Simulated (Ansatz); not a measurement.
# K (Potassium): how the settings move a relaxation

Question: which choices in the input matter for K (Potassium)?

Computed with Ansatz 0.2.0 (reference: DFT, r2SCAN, PAW with Ansatz's default frozen-core files, scalar-relativistic; relaxation of cell and atoms, unless a step's input says otherwise).

1 further run of the same task is left out (it didn't finish).

## Step 1: The starting structure

The structure is cubic, space group Fm-3m (No. 225). Conventional cell: a = 5.048 Å, b = 5.048 Å, c = 5.048 Å, α = 90.00°, β = 90.00°, γ = 90.00°. K (site symmetry m-3m) has 12 K at 3.57 Å as nearest neighbours.

Coordinates:

```
K
1.0
     0.00000    2.52400    2.52400
     2.52400    0.00000    2.52400
     2.52400    2.52400    0.00000
K
1
Direct
  0.00000 0.00000 0.00000
```

## Step 2: Reference

The input, input.yaml:

```yaml
crystal:
  lattice:
    - [0.0, 2.524, 2.524]
    - [2.524, 0.0, 2.524]
    - [2.524, 2.524, 0.0]
  atoms:
    - { symbol: K, position: [0.0, 0.0, 0.0] }
kpoints:
  mp_grid: { grid: [18, 18, 18] }
scf:
  occupations: { method: fermi_dirac, width: 0.08 }
hamiltonian:
  xc: r2scan
  pseudopotentials: { kind: paw }
relax:
  f_tol: 0.002
  max_steps: 80
  cell: {}
output:
  forces: true
  stress: true
```

Command:

```
$ ansatz run input.yaml --threads 1 --pin off --max-ram 2560MiB --backend cpu --events-out ev --progress --plain --runs-dir out
```

From the output:

```text
[...]
Basis set: ecut = 500 eV, 869 PW (Γ), exchange–correlation on 108×108×108 points (64 copies of the dense FFT grid, shifted against one another)
[...]
k-points: 195 of 5832
[...]
SCF iter   1: F=—  HF=-1541.478284 eV  |F-HF|=—  |Δ(HF+E_count)|=         —  Δρ=3.35e-3  dr2=1.74e-3  dr2_τ=1.02e-3  ethr=1.77e-3  ⟨swp⟩=5.5  Hψ=13506  notcnv=0
preconditioner: auto → none  [metal: Δε(μ)=0.018 eV  Ē_g=18.539 eV  σ=0.080 eV  W_gap=0.06  n_scr=8 (ndim 8)  ℏωp=17.3 eV  f_vac=0.000  D(μ)=0.97/eV (n_scr^D=8)  sad-step TF]
SCF iter   2: F=—  HF=-1541.493854 eV  |F-HF|=—  |Δ(HF+E_count)|=   1.56e-2  Δρ=1.93e-3  dr2=9.01e-4  dr2_τ=3.54e-5  ethr=1.93e-5  ⟨swp⟩=2.0  Hψ=4943  notcnv=0
[...]
relax step   1: F+E_penalty+E_count = -1541.49388767 eV  Δ(F+E_penalty+E_count) = +0.000e0 eV  max|allowed force component| = 0.000e0 eV/Å  Δτ_max = 0.0000 Å  P = +13.276 GPa  Ω = 32.159 Å³  (6 SCF iters, dr2 threshold 1.00e-7 eV, accepted)
[...]
Basis set: ecut = 500 eV, 941 PW (Γ), exchange–correlation on 108×108×108 points (64 copies of the dense FFT grid, shifted against one another)
[...]
relax step   2: F+E_penalty+E_count = -1541.83519144 eV  Δ(F+E_penalty+E_count) = -3.413e-1 eV  max|allowed force component| = 0.000e0 eV/Å  Δτ_max = 0.0000 Å  P = +9.112 GPa  Ω = 37.095 Å³  energy of the carried Pulay correction = -4.489e-4 eV  (7 SCF iters, 
[...]
Basis set: ecut = 500 eV, 1067 PW (Γ), exchange–correlation on 108×108×108 points (64 copies of the dense FFT grid, shifted against one another)
[...]
relax step   3: F+E_penalty+E_count = -1542.08463409 eV  Δ(F+E_penalty+E_count) = -2.494e-1 eV  max|allowed force component| = 0.000e0 eV/Å  Δτ_max = 0.0000 Å  P = +5.894 GPa  Ω = 42.512 Å³  energy of the carried Pulay correction = -8.738e-4 eV  (7 SCF iters, 
[...]
Basis set: ecut = 500 eV, 1243 PW (Γ), exchange–correlation on 108×108×108 points (64 copies of the dense FFT grid, shifted against one another)
[...]
relax step   4: F+E_penalty+E_count = -1542.25729246 eV  Δ(F+E_penalty+E_count) = -1.727e-1 eV  max|allowed force component| = 0.000e0 eV/Å  Δτ_max = 0.0000 Å  P = +3.646 GPa  Ω = 48.432 Å³  energy of the carried Pulay correction = -1.274e-3 eV  (7 SCF iters, 
[...]
Basis set: ecut = 500 eV, 1411 PW (Γ), exchange–correlation on 108×108×108 points (64 copies of the dense FFT grid, shifted against one another)
[...]
relax step   5: F+E_penalty+E_count = -1542.37227548 eV  Δ(F+E_penalty+E_count) = -1.150e-1 eV  max|allowed force component| = 0.000e0 eV/Å  Δτ_max = 0.0000 Å  P = +2.059 GPa  Ω = 55.051 Å³  energy of the carried Pulay correction = -1.660e-3 eV  (8 SCF iters, 
[...]
SCF iter   6: F=-1542.486034 eV  HF=-1542.486034 eV  |F-HF|=1.82e-12  |Δ(HF+E_count)|=  4.09e-11  Δρ=4.92e-8  dr2=1.73e-12  dr2_τ=1.07e-13  ethr=1.00e-12  ⟨swp⟩=5.0  Hψ=6040  notcnv=0
[...]
relax step  11: F+E_penalty+E_count = -1542.48603393 eV  Δ(F+E_penalty+E_count) = -2.393e-4 eV  max|allowed force component| = 0.000e0 eV/Å  Δτ_max = 0.0000 Å  P = -0.011 GPa  Ω = 77.140 Å³  stress off target by 1.07e-2 GPa  SCF on the basis re-selected at thi
[...]
SCF converged after 6 iterations
Free energy (F): -1542.486034 eV
[...]
E sigma→0 (E₀):  -1542.478220 eV
[...]
Fermi energy:    1.628720 eV
[...]
  P = ⅓ Tr σ = -0.0107 GPa (-0.107 kbar)
--- Relaxed structure (9 steps of the walk, 9 accepted, 2 SCFs on fresh bases) ---
[...]
```

Run time: 1.9 min. Hardware: 1 thread of Arm Neoverse V1, shared host; peak memory 0.71 GiB.

## Step 3: Variant: mp_grid.grid [14, 14, 14]

Changes to input.yaml since step 2:

```diff
@@ -8,3 +8,3 @@
 kpoints:
-  mp_grid: { grid: [18, 18, 18] }
+  mp_grid: { grid: [14, 14, 14] }
 scf:
```

Command:

```
$ ansatz run input.yaml --threads 1 --pin off --max-ram 2560MiB --backend cpu --events-out ev --progress --plain --runs-dir out
```

Standard output (excerpt; [...] marks lines left out):

```text
[...]
Pseudopotentials: kind: paw
Pseudopotential: K, paw, valence charge 9, recommended cutoff 500 eV (meta_gga), K.paw.azcp
Functional definition: r2SCAN
[...]
Crystal: 1 atoms, lattice volume = 32.159 Å³
Basis set: ecut = 500 eV, 869 PW (Γ), exchange–correlation on 108×108×108 points (64 copies of the dense FFT grid, shifted against one another)
Bands: 9, of which v1, the nominal top of the filled ones, is band 5 counted from 1 (4 counted from 0)
Symmetry: 48 space group operations
Space group: Fm-3m (ITA 225), of the structure as read, at distance tolerance 3.2e-5 Å
k-points: 104 of 2744
[...]
SCF iter   1: F=—  HF=-1541.477085 eV  |F-HF|=—  |Δ(HF+E_count)|=         —  Δρ=3.35e-3  dr2=1.75e-3  dr2_τ=1.02e-3  ethr=1.77e-3  ⟨swp⟩=5.5  Hψ=7186  notcnv=0
[...]
relax step   1: F+E_penalty+E_count = -1541.49275008 eV  Δ(F+E_penalty+E_count) = +0.000e0 eV  max|allowed force component| = 0.000e0 eV/Å  Δτ_max = 0.0000 Å  P = +13.282 GPa  Ω = 32.159 Å³  (6 SCF iters, dr2 threshold 1.00e-7 eV, accepted)
[...]
relax step   3: F+E_penalty+E_count = -1542.08482226 eV  Δ(F+E_penalty+E_count) = -2.500e-1 eV  max|allowed force component| = 0.000e0 eV/Å  Δτ_max = 0.0000 Å  P = +5.903 GPa  Ω = 42.512 Å³  energy of the carried Pulay correction = -8.735e-4 eV  (7 SCF iters, dr2 threshold 1.00e-7 eV, accepted)
[...]
relax step  10: F+E_penalty+E_count = -1542.48613063 eV  Δ(F+E_penalty+E_count) = -1.429e-3 eV  max|allowed force component| = 0.000e0 eV/Å  Δτ_max = 0.0000 Å  P = -0.009 GPa  Ω = 77.121 Å³  energy of the carried Pulay correction = -2.716e-4 eV  (7 SCF iters, dr2 threshold 6.42e-8 eV, accepted)
[...]
relax step  11: F+E_penalty+E_count = -1542.48637013 eV  Δ(F+E_penalty+E_count) = -2.395e-4 eV  max|allowed force component| = 0.000e0 eV/Å  Δτ_max = 0.0000 Å  P = -0.011 GPa  Ω = 77.121 Å³  stress off target by 1.06e-2 GPa  SCF on the basis re-selected at this cell (its energy is not [...]
SCF converged after 6 iterations
Free energy (F): -1542.486370 eV
[...]
E sigma→0 (E₀):  -1542.478876 eV
Entropy (-TS):   -0.014987 eV (-14.987 meV/atom)
Fermi energy:    1.626969 eV
[...]
--- Forces (eV/Å), atoms counted from 1 ---
  atom   1  K     -0.00000000    -0.00000000    -0.00000000
[...]
--- Stress (GPa, compression-positive) ---
       -0.010603      -0.000000       0.000000
       -0.000000      -0.010603       0.000000
        0.000000      -0.000000      -0.010603
  P = ⅓ Tr σ = -0.0106 GPa (-0.106 kbar)
--- Relaxed structure (9 steps of the walk, 9 accepted, 2 SCFs on fresh bases) ---
  F+E_penalty+E_count = -1542.48637013 eV   max|allowed force component| = 0.000e0 eV/Å   (the final SCF, on the basis selected at the relaxed cell)
  cell:  # Å, volume = 77.1205 Å³
    - [9.219441764655192e-34, 3.3784176749857857, 3.3784176749857857]
    - [3.3784176749857857, 1.064653802453656e-33, 3.3784176749857857]
    - [3.3784176749857857, 3.3784176749857857, -3.138828787451697e-34]
  atoms:
    - { symbol: K, position: [0.0, 0.0, 0.0] }
```

It took 74 s on 1 thread of Arm Neoverse V1, shared host; peak memory 0.62 GiB.

Changing the k-point mesh hardly moves the energy: -0.3 meV/atom. Cost: 74 s against 1.9 min.

## Step 4: Changed: occupations.method tetrahedron, ecutwfc 450 eV, width left out

Changes to input.yaml since step 2:

```diff
@@ -10,3 +10,3 @@
 scf:
-  occupations: { method: fermi_dirac, width: 0.08 }
+  occupations: { method: tetrahedron }
 hamiltonian:
@@ -21 +21,7 @@
   stress: true
+  write_density: true
+  write_potential: true
+  elf: true
+  volumetric_format: npy
+basis:
+  ecutwfc: "450 eV"
```

Command:

```
$ ansatz run input.yaml --threads 1 --pin off --max-ram 2560MiB --backend cpu --events-out ev --progress --plain --runs-dir out
```

Standard output (excerpt; [...] marks lines left out):

```text
Warning: relax: with tetrahedron occupations the Hellmann–Feynman forces and the energy need not agree along the walk (scf.occupations.method in the input reference, under Limitations); prefer a smearing scheme for the relaxation and re-run the relaxed geometry with tetrahedron [...]
Warning: output.forces, output.stress, relax.cell or npt_langevin: where a Kohn–Sham band that disperses or a degenerate level is filled in part under the method tetrahedron, the forces or the stress that this run publishes need not agree with its energy (scf.occupations.method in the [...]
Warning: basis.ecutwfc = 450 eV is below the records' recommended 500 eV, and the density's cutoff is lower with it unless basis.ecutrho_ratio is high enough to keep the records' density cutoff: compare with a run at a higher cutoff
[...]
[... 3 set-up lines as earlier in the session ...]
[...]
Crystal: 1 atoms, lattice volume = 32.159 Å³
Basis set: ecut = 450 eV, 725 PW (Γ), exchange–correlation on 100×100×100 points (64 copies of the dense FFT grid, shifted against one another)
[...]
SCF converged after 5 iterations
Stability not checked: this state was not tested for a lower state beside it, because cold or Methfessel-Paxton smearing, or corrected tetrahedra, fill the levels in a way that the test cannot read (fill_not_monotonic; see scf.lower_state_search)
Free energy (F): -1542.477730 eV
[...]
E sigma→0 (E₀):  -1542.477730 eV
Fermi energy:    1.636833 eV
[...]
--- Forces (eV/Å), atoms counted from 1 ---
  atom   1  K     -0.00000000     0.00000000    -0.00000000
[...]
--- Stress (GPa, compression-positive) ---
       -0.018496       0.000000       0.000000
        0.000000      -0.018496       0.000000
        0.000000       0.000000      -0.018496
  P = ⅓ Tr σ = -0.0185 GPa (-0.185 kbar)
--- Band table (eV; the first three rows and the last of 195) ---
  k-point 0: bands = ["-31.9896", "-14.6648", "-14.6648", "-14.6648", "-0.6191", "6.2278", "6.2278", "6.2278", "7.5225"]
[...]
--- Relaxed structure (9 steps of the walk, 9 accepted, 2 SCFs on fresh bases) ---
  F+E_penalty+E_count = -1542.47773029 eV   max|allowed force component| = 0.000e0 eV/Å   (the final SCF, on the basis selected at the relaxed cell)
  cell:  # Å, volume = 77.2009 Å³
    - [-1.0142975845877562e-33, 3.3795910621354395, 3.3795910621354395]
    - [3.3795910621354395, -9.219437879125681e-34, 3.3795910621354395]
    - [3.3795910621354395, 3.3795910621354395, 1.1432740998809482e-33]
  atoms:
    - { symbol: K, position: [0.0, 0.0, 0.0] }
```

It took 2.2 min on 1 thread of Arm Neoverse V1, shared host; peak memory 0.64 GiB.

Changing the smearing and cutoff moves the energy by +0.5 meV/atom (σ→0 values), and the final volume goes from 77.14 to 77.20 Å³. More than one kind of setting changed, and this run alone doesn't tell their shares apart. The log warns that the cutoff is under what these potentials recommend, so the shift holds truncation error.

## Step 5: All runs together

```
                                                              run     ending        energy change  pressure (GPa)  gap (eV)  force (eV/Å)  cycles     time
                                                        reference  converged                    0             0.0      0.00          0.00      79  1.9 min
                                     1: mp_grid.grid [14, 14, 14]  converged        -0.3 meV/atom             0.0      0.00          0.00      79     74 s
2: occupations.method tetrahedron, ecutwfc 450 eV, width left out  converged  +0.5 meV/atom (σ→0)             0.0      0.00          0.00      95  2.2 min
```

Times don't compare one to one where runs were asked for different outputs or read a saved state (see the inputs); cycles may leave out searches for a lower state.

Run 2 ran under the cutoff that the potentials recommend, as the log warns, so basis error is mixed into its values.
